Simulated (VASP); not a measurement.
# Y (Fm-3m) in VASP: further runs, part 2 of 2

VASP 6.6.1.

## (3) Single point, PBE

File INCAR:

```
SYSTEM = Y
ALGO = Fast
EDIFF = 1E-7
ENCUT = 520
GGA = PE
ISIF = 2
ISMEAR = -1
LASPH = .TRUE.
LCHARG = .FALSE.
LREAL = .FALSE.
LWAVE = .FALSE.
NBANDS = 12
NELM = 60
PREC = Accurate
SIGMA = 0.02
```

File KPOINTS:

```
k-points
0
G
  4 4 4
  0 0 0
```

File POSCAR:

```
Y
1.0
    0.0000000000      2.5519910612      2.5519910612
    2.5519910612      0.0000000000      2.5519910612
    2.5519910612      2.5519910612      0.0000000000
Y
1
Direct
    0.0000000000      0.0000000000      0.0000000000
```

Potentials or basis: VASP PAW PBE potentials, release 64 (Y_sv).

The run is started by

```bash
$ cat potpaw_PBE.64/Y_sv/POTCAR > POTCAR
$ mpirun -np 1 vasp_std > vasp.out
```

OUTCAR:

```text
SYSTEM = Y
   EDIFF = 1E-7
   ENCUT = 520
   GGA = PE
   ISIF = 2
   ISMEAR = -1
   LASPH = .TRUE.
   LREAL = .FALSE.
   NELM = 60
   PREC = Accurate

 ion  position               nearest neighbor table
   1  0.000  0.000  0.000-

  LATTYP: Found a face centered cubic cell.
 ALAT       =     5.1039821224

  Lattice vectors:

 A1 = (   0.0000000000,   2.5519910612,   2.5519910612)
 A2 = (   2.5519910612,   0.0000000000,   2.5519910612)
 A3 = (   2.5519910612,   2.5519910612,   0.0000000000)

Analysis of symmetry for initial positions (statically):
=====================================================================
 Subroutine PRICEL returns:
 Original cell was already a primitive cell.

 Routine SETGRP: Setting up the symmetry group for a
 face centered cubic supercell.

 Subroutine GETGRP returns: Found 48 space group operations
 (whereof 48 operations were pure point group operations)
 out of a pool of 48 trial point group operations.

The static configuration has the point symmetry O_h .

Analysis of symmetry for dynamics (positions and initial velocities):
=====================================================================
 Subroutine PRICEL returns:
 Original cell was already a primitive cell.

 Routine SETGRP: Setting up the symmetry group for a
 face centered cubic supercell.

 Subroutine GETGRP returns: Found 48 space group operations
 (whereof 48 operations were pure point group operations)
 out of a pool of 48 trial point group operations.

The dynamic configuration has the point symmetry O_h .

 Subroutine INISYM returns: Found 48 space group operations
 (whereof 48 operations are pure point group operations),
 and found     1 'primitive' translations

----------------------------------------------------------------------------------------

                                     Primitive cell

  volume of cell :      33.2405

  direct lattice vectors                    reciprocal lattice vectors
     0.000000000  2.551991061  2.551991061    -0.195925451  0.195925451  0.195925451
     2.551991061  0.000000000  2.551991061     0.195925451 -0.195925451  0.195925451
     2.551991061  2.551991061  0.000000000     0.195925451  0.195925451 -0.195925451

  length of vectors
     3.609060370  3.609060370  3.609060370     0.339352836  0.339352836  0.339352836

  position of ions in fractional coordinates (direct lattice)
     0.000000000  0.000000000  0.000000000

  ion indices of the primitive-cell ions
   primitive index   ion index
                 1           1

----------------------------------------------------------------------------------------

 KPOINTS: k-points

Automatic generation of k-mesh.
 Grid dimensions read from file:
 generate k-points for:    4    4    4

 Generating k-lattice:

  Cartesian coordinates                     Fractional coordinates (reciprocal lattice)
    -0.048981363  0.048981363  0.048981363     0.250000000  0.000000000  0.000000000
     0.048981363 -0.048981363  0.048981363     0.000000000  0.250000000  0.000000000
     0.048981363  0.048981363 -0.048981363     0.000000000  0.000000000  0.250000000

  Length of vectors
     0.084838209  0.084838209  0.084838209

  Shift w.r.t. Gamma in fractional coordinates (k-lattice)
     0.000000000  0.000000000  0.000000000

 Subroutine IBZKPT returns following result:
 ===========================================

 Found      8 irreducible k-points:

 Following reciprocal coordinates:
            Coordinates               Weight
  0.000000  0.000000  0.000000      1.000000
  0.250000  0.000000  0.000000      8.000000
  0.500000  0.000000  0.000000      4.000000
  0.250000  0.250000  0.000000      6.000000
  0.500000  0.250000  0.000000     24.000000
 -0.250000  0.250000  0.000000     12.000000
  0.500000  0.500000  0.000000      3.000000
 -0.250000  0.500000  0.250000      6.000000
   k-points           NKPTS =      8   k-points in BZ     NKDIM =      8   number of bands    NBANDS=     12
   number of dos      NEDOS =    301   number of ions     NIONS =      1
   total plane-waves  NPLWV =  21952
   dimension x,y,z NGX =    28 NGY =   28 NGZ =   28
   dimension x,y,z NGXF=    56 NGYF=   56 NGZF=   56
   ions per type =               1
   NGX,Y,Z   is equivalent  to a cutoff of  12.90, 12.90, 12.90 a.u.
   NGXF,Y,Z  is equivalent  to a cutoff of  25.80, 25.80, 25.80 a.u.
 SYSTEM =  Y
   PREC   = accura    normal or accurate (medium, high low for compatibility)
   ISTART =      0    job   : 0-new  1-cont  2-samecut
   ICHARG =      2    charge: 1-file 2-atom 10-const
   ISPIN  =      1    spin polarized calculation?
   LNONCOLLINEAR =      F non collinear calculations
   LSORBIT =      F    spin-orbit coupling
   LASPH  =      T    aspherical Exc in radial PAW
   ENCUT  =  520.0 eV  38.22 Ry    6.18 a.u.   6.71  6.71  6.71*2*pi/ulx,y,z
   NELM   =     60;   NELMIN=  2; NELMDL= -5     # of ELM steps
   EDIFF  = 0.1E-06   stopping-criterion for ELM
   LREAL  =      F    real-space projection
   EDIFFG = 0.1E-05   stopping-criterion for IOM
   NSW    =      0    number of steps for IOM
   IBRION =     -1    ionic relax: 0-MD 1-quasi-New 2-CG
   NFREE  =      0    steps in history (QN), initial steepest desc. (CG)
   ISIF   =      2    stress and relaxation
   ISYM   =      2    0-nonsym 1-usesym 2-fastsym
   POTIM  = 0.5000    time-step for ionic-motion
   TEBEG  =    0.0;   TEEND  =   0.0 temperature during run
   PSTRESS=    0.0 pullay stress
   NELECT =      11.0000    total number of electrons
   NUPDOWN=      -1.0000    fix difference up-down
   EMIN   =  10.00;   EMAX   =-10.00  energy-range for DOS
   EFERMI =   0.00;   METHOD = LEGACY
   ISMEAR =    -1;   SIGMA  =   0.02  broadening in eV -4-tet -1-fermi 0-gaus
   EFERMI_NEDOS =   21; number of points for ismear=-14 and -15
   IALGO  =     68    algorithm
   IMIX   =      4    mixing-type and parameters
     AMIX     =   0.40;   BMIX     =  1.00
     AMIX_MAG =   1.60;   BMIX_MAG =  1.00
  volume/ion in A,a.u.               =      33.24       224.32
  Fermi-wavevector in a.u.,A,eV,Ry     =   1.132357  2.139844 17.445821  1.282232
  Thomas-Fermi vector in A             =   2.269058
   LORBIT       =      0    0 simple, 1 ext, 2 COOP (PROOUT), +10 PAW based schemes
   GGA     = PE    functional components
   LHFCALC =     F    Hartree Fock is set to
   AEXX    =    0.0000 exact exchange contribution
   IVDW    =     0    specifies the selected vdW correction
   LEPSILON=     F    determine dielectric tensor
   LRPA    =     F    only Hartree local field effects (RPA)
 non-spin polarized calculation
 RMM-DIIS sequential band-by-band and
  energy-cutoff  :      520.00
  volume of cell :       33.24
 maximum number of plane-waves:       934
 NGX is ok and might be reduce to    28
   NGX = 13   NGY = 13   NGZ = 13

 number of electron      11.0000001 magnetization

 Free energy of the ion-electron system (eV)
  ---------------------------------------------------
  ext. energy  EPLUGINS =         0.00000000
  ---------------------------------------------------
  free energy    TOTEN  =        -6.39307158 eV

  energy without entropy =       -6.38784979  energy(sigma->0) =       -6.39046069

 E-fermi :   3.1887     XC(G=0):  -9.3810

 val. band max:        3.1797511182   @ k =   0.2500   0.2500   0.0000
 cond. band min:       3.2307149188   @ k =  -0.2500   0.5000   0.2500
 fundamental gap:      0.0509638006
 Fermi energy:         3.1887145676

 k-point     1 :       0.0000    0.0000    0.0000
  band No.  band energies     occupation
      1     -39.7556      2.00000
      2     -19.4671      2.00000
      3     -19.4671      2.00000
      4     -19.4671      2.00000
      5      -1.7277      2.00000
      6       4.7503      0.00000
      7       4.7503      0.00000
      8       4.7503      0.00000
      9       6.7043      0.00000
     10       6.7043      0.00000
     11      11.8981      0.00000
     12      15.1106      0.00000
[... 91 lines left out ...]
 k-point     8 :      -0.2500    0.5000    0.2500
  band No.  band energies     occupation
      1     -39.6769      2.00000
      2     -19.8099      2.00000
      3     -19.8099      2.00000
      4     -19.6623      2.00000
      5       2.2740      2.00000
      6       3.2307      0.21819
      7       3.2307      0.21819
      8       5.5534      0.00000
      9       8.5139      0.00000
     10      10.2603      0.00000
     11      10.2603      0.00000
     12      10.3774      0.00000

------------------------ aborting loop because EDIFF is reached ----------------------------------------

  FORCE on cell =-STRESS in cart. coord.  units (eV):
  Direction    XX          YY          ZZ          XY          YZ          ZX
  --------------------------------------------------------------------------------------
  -------------------------------------------------------------------------------------
  Total       -0.1225083     -0.1225083     -0.1225083     -0.0000000     -0.0000000      0.0000000
  in kB       -5.9048455     -5.9048455     -5.9048455     -0.0000000     -0.0000000      0.0000000
  external PRESSURE =      -5.9048455 kB  Pullay stress =       0.0000000 kB

 VOLUME and BASIS-vectors are now :
 -----------------------------------------------------------------------------
  energy-cutoff  :      520.00
  volume of cell :       33.24
      direct lattice vectors                 reciprocal lattice vectors
     0.000000000  2.551991061  2.551991061    -0.195925451  0.195925451  0.195925451
     2.551991061  0.000000000  2.551991061     0.195925451 -0.195925451  0.195925451
     2.551991061  2.551991061  0.000000000     0.195925451  0.195925451 -0.195925451

 POSITION                                       TOTAL-FORCE (eV/Angst)
 -----------------------------------------------------------------------------------
      0.00000      0.00000      0.00000         0.000000      0.000000     -0.000000
 -----------------------------------------------------------------------------------
    total drift:                               -0.000000     -0.000000     -0.000000

  FREE ENERGIE OF THE ION-ELECTRON SYSTEM (eV)
  ---------------------------------------------------
  free  energy   TOTEN  =        -6.3930715828 eV

  energy  without entropy=       -6.3878497911  energy(sigma->0) =       -6.39046069
```

OSZICAR:

```text
N       E                     dE             d eps       ncg     rms          rms(c)
DAV:   1     0.238394936037E+02    0.23839E+02   -0.54510E+03   192   0.837E+02
DAV:   2    -0.518757851597E+01   -0.29027E+02   -0.28291E+02   236   0.167E+02
DAV:   3    -0.656373931106E+01   -0.13762E+01   -0.13533E+01   260   0.228E+01
DAV:   4    -0.659265663206E+01   -0.28917E-01   -0.28904E-01   228   0.344E+00
DAV:   5    -0.659330332527E+01   -0.64669E-03   -0.64659E-03   248   0.364E-01    0.230E+01
RMM:   6    -0.642644812177E+01    0.16686E+00   -0.15225E-01   207   0.242E+00    0.139E+01
RMM:   7    -0.639437403992E+01    0.32074E-01   -0.33261E-01   233   0.362E+00    0.128E+00
RMM:   8    -0.639299382222E+01    0.13802E-02   -0.50778E-02   225   0.148E+00    0.852E-01
RMM:   9    -0.639325399679E+01   -0.26017E-03   -0.10328E-02   254   0.565E-01    0.297E-01
RMM:  10    -0.639541615670E+01   -0.21622E-02   -0.60402E-03   245   0.466E-01    0.915E-01
RMM:  11    -0.639301937666E+01    0.23968E-02   -0.49711E-03   230   0.616E-01    0.559E-02
RMM:  12    -0.639305933594E+01   -0.39959E-04   -0.42280E-04   241   0.174E-01    0.390E-02
RMM:  13    -0.639307099099E+01   -0.11655E-04   -0.88540E-05   252   0.645E-02    0.978E-03
RMM:  14    -0.639307608262E+01   -0.50916E-05   -0.27591E-05   262   0.350E-02    0.310E-02
RMM:  15    -0.639307277775E+01    0.33049E-05   -0.34108E-06   229   0.128E-02    0.109E-02
RMM:  16    -0.639307172204E+01    0.10557E-05   -0.17964E-06   249   0.105E-02    0.273E-03
RMM:  17    -0.639307159145E+01    0.13058E-06   -0.55954E-07   194   0.486E-03    0.693E-04
RMM:  18    -0.639307158278E+01    0.86716E-08   -0.15224E-07   157   0.195E-03
   1 F= -.63930716E+01 E0= -.63904607E+01  d E =-.522179E-02
```

It took 11 s on 1 thread of Intel Xeon Platinum 8259CL at 2.50GHz (Skylake/Cascade Lake), shared host; peak memory 0.16 GiB.

What came out:

| Item | Value |
| --- | --- |
| Free energy | -6.3931 eV |
| Pressure | -0.6 GPa |
| Band gap on the k mesh | none (metal or under the smearing width) |

Caveat: the k mesh is coarse (spacing up to 0.53 Å⁻¹), so the values aren't converged.
